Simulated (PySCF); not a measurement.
## Excitation energies in several basis sets

Methyl methacrylate, C5H8O2.
Bonds: C1–C2 (double), C2–C3, C2–C4, C4–O5 (double), C4–O6, O6–C7. Hydrogens: H8, H9 on C1; H10, H11, H12 on C3; H13, H14, H15 on C7.

TDDFT with PBE0 (PySCF), vertical singlets, core orbitals frozen in the response, spherical d and f functions. Geometry: PBE0-D3(BJ)/def2-SVP, one conformer, isolated molecule.

**Question.** Compare 6-31G*, def2-SVP, 6-31+G*, def2-SVPD, aug-cc-pVDZ and def2-TZVP for this molecule.

**Answer.** 

```csv
basis,functions,diffuse,S1 (eV),S2 (eV),S3 (eV),S4 (eV),S5 (eV),LUMO (eV),α (au)
6-31G*,114,no,5.08,6.30,6.79,7.34,7.95,-0.78,58.0
def2-SVP,138,no,5.06,6.24,6.75,7.25,7.84,-0.99,59.6
6-31+G*,142,yes,5.06,6.00,6.66,7.05,7.23,-1.18,65.7
def2-SVPD,210,yes,5.04,6.01,6.66,7.18,7.29,-1.25,69.8
aug-cc-pVDZ,233,yes,4.99,5.95,6.58,6.68,7.09,-1.23,71.3
def2-TZVP,265,no,5.01,6.04,6.63,7.18,7.74,-1.17,67.7
```

States are compared by their number. Against the largest diffuse basis here (aug-cc-pVDZ, itself not a converged limit), sets without diffuse functions differ by up to 0.08 eV in S1 and 0.86 eV in S5; the smaller diffuse sets differ by up to 0.06 and 0.20 eV. State by state, the largest deviation of a set without diffuse functions is S1 0.08, S2 0.35, S3 0.21, S4 0.66, S5 0.86 eV. The same number needn't mean the same state in each row. Against aug-cc-pVDZ the polarisability deviates by -19% in 6-31G*, -16% in def2-SVP, -8% in 6-31+G*, -2% in def2-SVPD, -5% in def2-TZVP. A single + in a Pople set puts diffuse functions on heavy atoms only.
